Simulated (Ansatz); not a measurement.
ZrS2:

```xyz
3
Lattice="3.6914 0.0000 0.0000 -1.8457 3.1968 0.0000 0.0000 0.0000 6.0411" Properties=species:S:1:pos:R:3 pbc="T T T"
Zr    0.0000    0.0000    0.0000
S     0.0000    2.1312    1.4372
S     1.8457    1.0656    4.6038
```

The cell is a database's computed one.

Base run:

- Program: Ansatz 0.2.0
- Functional: PBEsol
- Potentials or basis: all-electron LAPW, scalar-relativistic
- Cutoff: 201 eV
- Density cutoff: 803 eV
- Basis error allowed: 0.002 eV/atom
- k mesh: 8 × 8 × 5
- Occupations: fermi-dirac, width 0.05 eV
- Spin: no spin polarisation
- Hubbard terms: Zr d U = 8 eV

Its results: band gap on the k mesh 2.61 eV, indirect (least direct gap 3.21 eV); pressure 5.4 GPa; largest force 0.394 eV/Å.

**Question.** The run is repeated on the same cell with these changes: hubbard terms from Zr d U = 8 eV to Zr d U = 2 eV. What comes out?

**Answer.** Band gap on the k mesh 1.25 eV, indirect (least direct gap 1.88 eV); pressure -0.8 GPa; largest force 0.041 eV/Å.

Caveats: U is the effective U less J, on atomic orbitals that reach past the spheres; an odd mesh through Γ misses points on the zone boundary, where band edges often lie; this functional lacks dispersion, which binds the layers, so the pressure and a relaxed spacing across them are unreliable.

Not every run made on this cell is shown here.
